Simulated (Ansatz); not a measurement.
Density of states of ZnTe (F-43m) above the conduction band minimum, PBEsol with spin-orbit coupling, rigid bands (Ansatz, a first-principles code); cell volume 55.8 Å³.

(energy from edge (eV), 10⁻³ states/eV/cell): (0.006, 0.69); (0.031, 1.55); (0.056, 2.21); (0.081, 2.81); (0.106, 3.44); (0.131, 4.03); (0.156, 4.65); (0.181, 5.32); (0.206, 6.01); (0.231, 6.81); (0.256, 7.54); (0.281, 8.30); (0.319, 9.65); (0.344, 10.5); (0.369, 11.5); (0.394, 12.5); (0.419, 13.7); (0.444, 14.8); (0.469, 16.0); (0.494, 37.1); (0.519, 70.1); (0.544, 90.8); (0.569, 109); (0.594, 124)

Task: What effective density of states at 300 K does this give (∫ g(E) exp(−E/k_BT) dE, both spins, divided by the cell's size)?

Result: 6.1e17 cm⁻³, a density-of-states mass of 0.084 mₑ, valleys and band degeneracy included.

Geometry: cell and atoms relaxed with PBEsol.
